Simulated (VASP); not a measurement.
# Pd (Fm-3m) in VASP: settings compared, part 2 of 2

VASP 6.6.1. The steps go on from the part before.

## 4. Relaxation of cell and atoms, PBE

Contents of INCAR:

```
ALGO = Normal ; EDIFF = 1E-7
EDIFFG = -0.005 ; ENCUT = 600
GGA = PE ; IBRION = 2
ISIF = 3 ; ISMEAR = 0
LASPH = True ; LCHARG = False
LREAL = False ; LWAVE = False
NELM = 60 ; NSW = 90
PREC = Accurate ; SIGMA = 0.1
```

Contents of KPOINTS:

```
k-points
0
Gamma
  18 18 18
```

Contents of POSCAR:

```
Pd
1.0
    0.0000000000      1.9586507900      1.9586507900
    1.9586507900      0.0000000000      1.9586507900
    1.9586507900      1.9586507900      0.0000000000
Pd
1
Direct
    0.0000000000      0.0000000000      0.0000000000
```

Potentials or basis: VASP PAW PBE potentials, release 64 (Pd).

Run with:

```
> cat potpaw_PBE.64/Pd/POTCAR > POTCAR
> mpirun -np 1 vasp_std > vasp.out
```

It took 35 s on 1 thread of Intel Xeon 6975P-C (Granite Rapids), shared host; peak memory 0.17 GiB.

It converged, with:

| Item | Value |
| --- | --- |
| Free energy | -5.2259 eV |
| Relaxed volume | 15.29 Å³/atom |
| Relaxed cell | a = 2.786 Å, b = 2.786 Å, c = 2.786 Å, α = 60.00°, β = 60.00°, γ = 60.00° |
| Space group after relaxing (to 0.05 Å) | Fm-3m (No. 225) |
| Energy gained by relaxing | 2.3 meV/atom |
| Ionic steps | 3 |
| Pressure after relaxing | 0.0 GPa |
| Band gap on the k mesh | none (metal or under the smearing width) |

The path:
| step | energy change (eV) | largest force (eV/Å) | pressure (GPa) | volume (Å³) |
| --- | --- | --- | --- | --- |
| 1 | 0.0000 | 0.0000 | 3.01 | 15.03 |
| 2 | 0.0021 | 0.0000 | -3.76 | 15.65 |
| 3 | -0.0023 | 0.0000 | 0.00 | 15.29 |

Final structure:
```cif
data_structure
_symmetry_space_group_name_H-M 'P 1'
_symmetry_Int_Tables_number 1
_cell_length_a 2.7857
_cell_length_b 2.7857
_cell_length_c 2.7857
_cell_angle_alpha 60.000
_cell_angle_beta 60.000
_cell_angle_gamma 60.000
_cell_volume 15.29
loop_
_atom_site_label
_atom_site_type_symbol
_atom_site_fract_x
_atom_site_fract_y
_atom_site_fract_z
_atom_site_occupancy
Pd1 Pd 0.00000 0.00000 0.00000 1
```

Levels at points of the mesh, in eV from the Fermi level:
| k point | band 2 | band 3 | band 4 | band 5 | band 6 | band 7 | band 8 | band 9 |
| --- | --- | --- | --- | --- | --- | --- | --- | --- |
| (0.00, 0.00, 0.00) | -2.68 | -2.68 | -2.68 | -1.16 | -1.16 | 17.18 | 21.75 | 21.75 |
| (0.50, 0.00, 0.00) | -2.72 | -2.72 | -0.02 | -0.02 | 1.10 | 7.05 | 16.52 | 20.76 |
| (0.50, 0.50, 0.00) | -4.82 | -0.05 | 0.27 | 0.27 | 3.36 | 10.41 | 13.02 | 13.02 |

## 5. Relaxation of cell and atoms, PBE+D3(BJ)

Contents of INCAR:

```
ALGO = Normal ; EDIFF = 1E-7
EDIFFG = -0.005 ; ENCUT = 600
GGA = PE ; IBRION = 2
ISIF = 3 ; ISMEAR = 0
IVDW = 12 ; LASPH = True
LCHARG = False ; LREAL = False
LWAVE = False ; NELM = 60
NSW = 90 ; PREC = Accurate
SIGMA = 0.1
```

KPOINTS is that of step 4.

POSCAR is that of step 4.

Potentials or basis: VASP PAW PBE potentials, release 64 (Pd).

Run with:

```
> cat potpaw_PBE.64/Pd/POTCAR > POTCAR
> mpirun -np 1 vasp_std > vasp.out
```

OUTCAR:

```text
EDIFF = 1E-7
   EDIFFG = -0.005
   ENCUT = 600
   GGA = PE
   IBRION = 2
   ISIF = 3
   ISMEAR = 0
   IVDW = 12
   LASPH = True
   LREAL = False
   NELM = 60
   NSW = 90
   PREC = Accurate
 IVDW          = 12

 ion  position               nearest neighbor table
   1  0.000  0.000  0.000-

  LATTYP: Found a face centered cubic cell.
 ALAT       =     3.9173015800

  Lattice vectors:

 A1 = (   0.0000000000,   1.9586507900,   1.9586507900)
 A2 = (   1.9586507900,   0.0000000000,   1.9586507900)
 A3 = (   1.9586507900,   1.9586507900,   0.0000000000)

Analysis of symmetry for initial positions (statically):
=====================================================================
 Subroutine PRICEL returns:
 Original cell was already a primitive cell.

 Routine SETGRP: Setting up the symmetry group for a
 face centered cubic supercell.

 Subroutine GETGRP returns: Found 48 space group operations
 (whereof 48 operations were pure point group operations)
 out of a pool of 48 trial point group operations.

The static configuration has the point symmetry O_h .

Analysis of symmetry for dynamics (positions and initial velocities):
=====================================================================
 Subroutine PRICEL returns:
 Original cell was already a primitive cell.

 Routine SETGRP: Setting up the symmetry group for a
 face centered cubic supercell.

 Subroutine GETGRP returns: Found 48 space group operations
 (whereof 48 operations were pure point group operations)
 out of a pool of 48 trial point group operations.

The dynamic configuration has the point symmetry O_h .

 Subroutine INISYM returns: Found 48 space group operations
 (whereof 48 operations are pure point group operations),
 and found     1 'primitive' translations

----------------------------------------------------------------------------------------

                                     Primitive cell

  volume of cell :      15.0280

  direct lattice vectors                    reciprocal lattice vectors
     0.000000000  1.958650790  1.958650790    -0.255277767  0.255277767  0.255277767
     1.958650790  0.000000000  1.958650790     0.255277767 -0.255277767  0.255277767
     1.958650790  1.958650790  0.000000000     0.255277767  0.255277767 -0.255277767

  length of vectors
     2.769950511  2.769950511  2.769950511     0.442154062  0.442154062  0.442154062

  position of ions in fractional coordinates (direct lattice)
     0.000000000  0.000000000  0.000000000

  ion indices of the primitive-cell ions
   primitive index   ion index
                 1           1

----------------------------------------------------------------------------------------

 KPOINTS: k-points

Automatic generation of k-mesh.
 Grid dimensions read from file:
 generate k-points for:   18   18   18

 Generating k-lattice:

  Cartesian coordinates                     Fractional coordinates (reciprocal lattice)
    -0.014182098  0.014182098  0.014182098     0.055555556  0.000000000  0.000000000
     0.014182098 -0.014182098  0.014182098     0.000000000  0.055555556  0.000000000
     0.014182098  0.014182098 -0.014182098     0.000000000  0.000000000  0.055555556

  Length of vectors
     0.024564115  0.024564115  0.024564115

  Shift w.r.t. Gamma in fractional coordinates (k-lattice)
     0.000000000  0.000000000  0.000000000

 Subroutine IBZKPT returns following result:
 ===========================================

 Found    195 irreducible k-points:

 Following reciprocal coordinates:
            Coordinates               Weight
  0.000000  0.000000  0.000000      1.000000
  0.055556  0.000000  0.000000      8.000000
  0.111111  0.000000  0.000000      8.000000
  0.166667  0.000000  0.000000      8.000000
  0.222222  0.000000  0.000000      8.000000
  0.277778  0.000000  0.000000      8.000000
[... 16 lines left out ...]
 -0.277778  0.055556  0.000000     24.000000
 -0.222222  0.055556  0.000000     24.000000
 [... further k-points ...]
   k-points           NKPTS =    195   k-points in BZ     NKDIM =    195   number of bands    NBANDS=      9
   number of dos      NEDOS =    301   number of ions     NIONS =      1
   total plane-waves  NPLWV =  13824
   dimension x,y,z NGX =    24 NGY =   24 NGZ =   24
   dimension x,y,z NGXF=    48 NGYF=   48 NGZF=   48
   ions per type =               1
   NGX,Y,Z   is equivalent  to a cutoff of  14.40, 14.40, 14.40 a.u.
   NGXF,Y,Z  is equivalent  to a cutoff of  28.81, 28.81, 28.81 a.u.
 SYSTEM =  unknown system
   PREC   = accura    normal or accurate (medium, high low for compatibility)
   ISTART =      0    job   : 0-new  1-cont  2-samecut
   ICHARG =      2    charge: 1-file 2-atom 10-const
   ISPIN  =      1    spin polarized calculation?
   LNONCOLLINEAR =      F non collinear calculations
   LSORBIT =      F    spin-orbit coupling
   LASPH  =      T    aspherical Exc in radial PAW
   ENCUT  =  600.0 eV  44.10 Ry    6.64 a.u.   5.53  5.53  5.53*2*pi/ulx,y,z
   NELM   =     60;   NELMIN=  2; NELMDL= -5     # of ELM steps
   EDIFF  = 0.1E-06   stopping-criterion for ELM
   LREAL  =      F    real-space projection
   EDIFFG = -.5E-02   stopping-criterion for IOM
   NSW    =     90    number of steps for IOM
   IBRION =      2    ionic relax: 0-MD 1-quasi-New 2-CG
   NFREE  =      1    steps in history (QN), initial steepest desc. (CG)
   ISIF   =      3    stress and relaxation
   ISYM   =      2    0-nonsym 1-usesym 2-fastsym
   POTIM  = 0.5000    time-step for ionic-motion
   TEBEG  =    0.0;   TEEND  =   0.0 temperature during run
   PSTRESS=    0.0 pullay stress
   NELECT =      10.0000    total number of electrons
   NUPDOWN=      -1.0000    fix difference up-down
   EMIN   =  10.00;   EMAX   =-10.00  energy-range for DOS
   EFERMI =   0.00;   METHOD = LEGACY
   ISMEAR =     0;   SIGMA  =   0.10  broadening in eV -4-tet -1-fermi 0-gaus
   EFERMI_NEDOS =   21; number of points for ismear=-14 and -15
   IALGO  =     38    algorithm
   IMIX   =      4    mixing-type and parameters
     AMIX     =   0.40;   BMIX     =  1.00
     AMIX_MAG =   1.60;   BMIX_MAG =  1.00
  volume/ion in A,a.u.               =      15.03       101.41
  Fermi-wavevector in a.u.,A,eV,Ry     =   1.429249  2.700889 27.793328  2.042752
  Thomas-Fermi vector in A             =   2.549223
   LORBIT       =      0    0 simple, 1 ext, 2 COOP (PROOUT), +10 PAW based schemes
   GGA     = PE    functional components
   LHFCALC =     F    Hartree Fock is set to
   AEXX    =    0.0000 exact exchange contribution
   IVDW    =    12    specifies the selected vdW correction
   LEPSILON=     F    determine dielectric tensor
   LRPA    =     F    only Hartree local field effects (RPA)
 conjugate gradient relaxation of ions
 non-spin polarized calculation
 Gauss-broadening in eV      SIGMA  =   0.10
  energy-cutoff  :      600.00
  volume of cell :       15.03
 maximum number of plane-waves:       531
 NGX is ok and might be reduce to    24
   NGX = 11   NGY = 11   NGZ = 11

--------------------------------------- Ionic step        1  -------------------------------------------

 number of electron      10.0000000 magnetization

 number of electron       9.9999999 magnetization

 Free energy of the ion-electron system (eV)
  ---------------------------------------------------
  ext. energy  EPLUGINS =         0.00000000
  ---------------------------------------------------
  free energy    TOTEN  =        -5.22358332 eV

  energy without entropy =       -5.21164121  energy(sigma->0) =       -5.21761227

------------------------ aborting loop because EDIFF is reached ----------------------------------------

 Edisp (eV)   -0.65523

 E8    (eV) :    -0.2895
[... 30 lines left out ...]
--------------------------------------- Ionic step        2  -------------------------------------------

 number of electron      10.0000002 magnetization

 E-fermi :  10.4714     XC(G=0): -13.4354

 val. band max:       10.4700207877   @ k =   0.5000   0.1111   0.0000
 cond. band min:      10.4726316462   @ k =  -0.4444   0.3889   0.1111
 fundamental gap:      0.0026108585
 Fermi energy:        10.4713889094

 k-point     1 :       0.0000    0.0000    0.0000
  band No.  band energies     occupation
      1       3.0186      2.00000
      2       7.4443      2.00000
      3       7.4443      2.00000
      4       7.4443      2.00000
      5       9.1638      2.00000
      6       9.1638      2.00000
      7      27.6745      0.00000
      8      32.6822      0.00000
      9      32.6822      0.00000
[... 314 lines left out ...]
--------------------------------------- Ionic step        3  -------------------------------------------

 number of electron       9.9999999 magnetization

 Free energy of the ion-electron system (eV)
  ---------------------------------------------------
  ext. energy  EPLUGINS =         0.00000000
  ---------------------------------------------------
  free energy    TOTEN  =        -5.21229088 eV

  energy without entropy =       -5.20069771  energy(sigma->0) =       -5.20649430

 E-fermi :   9.8574     XC(G=0): -13.2137

 val. band max:        9.8563259509   @ k =   0.4444   0.1667   0.0000
 cond. band min:       9.8573614365   @ k =  -0.4444   0.3889   0.1111
 fundamental gap:      0.0010354855
 Fermi energy:         9.8573522488

 k-point     1 :       0.0000    0.0000    0.0000
  band No.  band energies     occupation
      1       2.6854      2.00000
      2       6.9992      2.00000
      3       6.9992      2.00000
      4       6.9992      2.00000
      5       8.6222      2.00000
      6       8.6222      2.00000
      7      27.0551      0.00000
      8      31.8594      0.00000
      9      31.8594      0.00000
[... 308 lines left out ...]
  FREE ENERGIE OF THE ION-ELECTRON SYSTEM (eV)
  ---------------------------------------------------
  free  energy   TOTEN  =        -5.8835787483 eV

  energy  without entropy=       -5.8719855841  energy(sigma->0) =       -5.87778217

 reached required accuracy - stopping structural energy minimisation
```

CONTCAR:

```text
Pd
   1.00000000000000
     0.0000000000000000    1.9435377223106163    1.9435377223106163
     1.9435377223106163    0.0000000000000000    1.9435377223106163
     1.9435377223106163    1.9435377223106163    0.0000000000000000
  Pd
     1
Direct
     0.0000000000000000    0.0000000000000000    0.0000000000000000

  0.00000000E+00  0.00000000E+00  0.00000000E+00
```

Run time: 46 s. Hardware: 1 thread of Intel Xeon 6975P-C (Granite Rapids), shared host; peak memory 0.17 GiB.

What came out:

```
Free energy                            : -5.8836 eV
Relaxed volume                         : 14.68 Å³/atom
Relaxed cell                           : a = 2.749 Å, b = 2.749 Å, c = 2.749 Å, α = 60.00°, β = 60.00°, γ = 60.00°
Space group after relaxing (to 0.05 Å) : Fm-3m (No. 225)
Energy gained by relaxing              : 4.8 meV/atom
Ionic steps                            : 3
Pressure after relaxing                : 0.0 GPa
Band gap on the k mesh                 : none (metal or under the smearing width)
Dispersion energy per atom             : -0.671 eV
```

The path:
| step | energy change (eV) | largest force (eV/Å) | pressure (GPa) | volume (Å³) |
| --- | --- | --- | --- | --- |
| 1 | 0.0000 | 0.0000 | -4.27 | 15.03 |
| 2 | 0.0067 | 0.0000 | 7.53 | 14.17 |
| 3 | -0.0048 | 0.0000 | -0.03 | 14.68 |

Final structure:
```xyz
1
Lattice="0.0000 1.9435 1.9435 1.9435 0.0000 1.9435 1.9435 1.9435 0.0000" Properties=species:S:1:pos:R:3 pbc="T T T"
Pd    0.0000    0.0000    0.0000
```

Caveat: pairwise dispersion overbinds metals, which lowers pressure and volume.

## 6. Relaxation of cell and atoms, PBEsol

Contents of INCAR:

```
ALGO = Normal ; EDIFF = 1E-7
EDIFFG = -0.005 ; ENCUT = 300
GGA = PS ; IBRION = 2
ISIF = 3 ; ISMEAR = 0
LASPH = True ; LCHARG = False
LREAL = False ; LWAVE = False
NELM = 60 ; NSW = 90
PREC = Accurate ; SIGMA = 0.1
```

KPOINTS is that of step 5.

POSCAR is that of step 5.

Potentials or basis: VASP PAW PBE potentials, release 64 (Pd).

Run with:

```
> cat potpaw_PBE.64/Pd/POTCAR > POTCAR
> mpirun -np 1 vasp_std > vasp.out
```

OUTCAR:

```text
EDIFF = 1E-7
   EDIFFG = -0.005
   ENCUT = 300
   GGA = PS
   IBRION = 2
   ISIF = 3
   ISMEAR = 0
   LASPH = True
   LREAL = False
   NELM = 60
   NSW = 90
   PREC = Accurate

 ion  position               nearest neighbor table
   1  0.000  0.000  0.000-

  LATTYP: Found a face centered cubic cell.
 ALAT       =     3.9173015800

  Lattice vectors:

 A1 = (   0.0000000000,   1.9586507900,   1.9586507900)
 A2 = (   1.9586507900,   0.0000000000,   1.9586507900)
 A3 = (   1.9586507900,   1.9586507900,   0.0000000000)

Analysis of symmetry for initial positions (statically):
=====================================================================
 Subroutine PRICEL returns:
 Original cell was already a primitive cell.

 Routine SETGRP: Setting up the symmetry group for a
 face centered cubic supercell.

[... 214 lines left out ...]
      1       3.0618      2.00000
      2       7.6879      2.00000
      3       7.6879      2.00000
      4       7.6879      2.00000
      5       9.5222      2.00000
      6       9.5222      2.00000
      7      28.0096      0.00000
      8      33.1927      0.00000
      9      33.1927      0.00000
[... 345 lines left out ...]
--------------------------------------- Ionic step        4  -------------------------------------------

 number of electron      10.0000003 magnetization

 Free energy of the ion-electron system (eV)
  ---------------------------------------------------
  ext. energy  EPLUGINS =         0.00000000
  ---------------------------------------------------
  free energy    TOTEN  =        -5.97805600 eV

  energy without entropy =       -5.96661244  energy(sigma->0) =       -5.97233422

 E-fermi :   9.9337     XC(G=0): -13.4932

 val. band max:        9.9325529590   @ k =  -0.4444   0.3889   0.1111
 cond. band min:       9.9348402178   @ k =   0.5000   0.1111   0.0000
 fundamental gap:      0.0022872588
 Fermi energy:         9.9336675554

 k-point     1 :       0.0000    0.0000    0.0000
  band No.  band energies     occupation
      1       2.5387      2.00000
      2       6.9948      2.00000
      3       6.9948      2.00000
      4       6.9948      2.00000
      5       8.6759      2.00000
      6       8.6759      2.00000
      7      27.0549      0.00000
      8      31.9252      0.00000
      9      31.9252      0.00000
[... 304 lines left out ...]
  FREE ENERGIE OF THE ION-ELECTRON SYSTEM (eV)
  ---------------------------------------------------
  free  energy   TOTEN  =        -5.9780560014 eV

  energy  without entropy=       -5.9666124355  energy(sigma->0) =       -5.97233422

 reached required accuracy - stopping structural energy minimisation
```

Run time: 12 s. Hardware: 1 thread of Intel Xeon 6975P-C (Granite Rapids), shared host; peak memory 0.12 GiB.

Results:

```yaml
Free_energy: -5.9781 eV
Relaxed_volume: 14.49 Å³/atom
Relaxed_cell: a = 2.737 Å, b = 2.737 Å, c = 2.737 Å, α = 60.00°, β = 60.00°, γ = 60.00°
Space_group_after_relaxing_to_0.05_Å: Fm-3m (No. 225)
Energy_gained_by_relaxing: 11.3 meV/atom
Ionic_steps: 4
Pressure_after_relaxing: 0.1 GPa
Band_gap_on_the_k_mesh: none (metal or under the smearing width)
```

Step by step:
```tsv
step	energy change (eV)	largest force (eV/Å)	pressure (GPa)	volume (Å³)
1	0.0000	0.0000	-6.53	15.03
2	0.0168	0.0000	12.58	13.73
3	-0.0113	0.0000	-0.09	14.50
4	-0.0113	0.0000	0.05	14.49
```

Final structure:
```
Pd
1.0
     0.00000    1.93508    1.93508
     1.93508    0.00000    1.93508
     1.93508    1.93508    0.00000
Pd
1
Direct
  0.00000 0.00000 0.00000
```

Caveat: the cutoff is under 1.25 times the usual one of these potentials, so pressure, stress and relaxed cells hold a basis-set (Pulay) error; the PAW data sets were made with another functional, which shifts forces and pressure a little.

## 7. The runs side by side

| level | potentials or basis | cutoff (eV) | gap on the mesh (eV) | pressure (GPa) | relaxed volume (Å³/atom) |
| --- | --- | --- | --- | --- | --- |
| PBEsol | VASP PAW PBE potentials, release 64 (Pd) | 600 | none | 0.0 | 14.52 |
| LDA | VASP PAW LDA potentials, release 64 (Pd) | 600 | none | 0.0 | 14.16 |
| PBE | VASP PAW PBE potentials, release 64 (Pd) | 600 | none | 0.0 | 15.29 |
| PBE+D3(BJ) | VASP PAW PBE potentials, release 64 (Pd) | 600 | none | 0.0 | 14.68 |
| PBEsol | VASP PAW PBE potentials, release 64 (Pd) | 300 | none | 0.1 | 14.49 |

Alike in all rows: task relaxation of cell and atoms; no spin polarisation; cell relaxed; k mesh 18 × 18 × 18; smearing gaussian 0.1 eV.

Caveats: the PAW data sets were made with another functional, which shifts forces and pressure a little (some runs); pairwise dispersion overbinds metals, which lowers pressure and volume (some runs); the cutoff is under 1.25 times the usual one of these potentials, so pressure, stress and relaxed cells hold a basis-set (Pulay) error (some runs).

Total energies depend on the potentials used, so only differences within one code and one set of settings carry meaning.
